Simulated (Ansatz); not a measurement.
TiCo:

```
Co Ti
1.0
     2.98611    0.00000    0.00000
     0.00000    2.98611    0.00000
     0.00000    0.00000    2.98611
Co Ti
1 1
Direct
  0.50000 0.50000 0.50000
  0.00000 0.00000 0.00000
```

The cell comes from a database or a generator and needn't be the stable form of this composition.

Base run:

| Property | Result |
| --- | --- |
| Program | Ansatz 0.2.0 |
| Functional | PBE |
| Potentials or basis | all-electron LAPW, scalar-relativistic |
| Cutoff | 279 eV (chosen from the basis error) |
| Basis error allowed | 0.001 eV/atom |
| k mesh | 9 × 9 × 9 |
| Occupations | gaussian, width 0.05 eV |
| Spin | collinear spin, ferromagnetic start |
| Starting moments | [2.0, 1.0] μB |

Its results: pressure -0.5 GPa; net moment 0.84 μB per cell; site moments Co +0.95; Ti -0.05 μB.

**Question.** The run is repeated on the same cell with these changes: functional from PBE to LDA; occupations from gaussian, width 0.05 eV to fermi-dirac, width 0.05 eV. What comes out?

**Answer.** Pressure -14.7 GPa; net moment 0.49 μB per cell; site moments Co +0.54; Ti -0.02 μB.
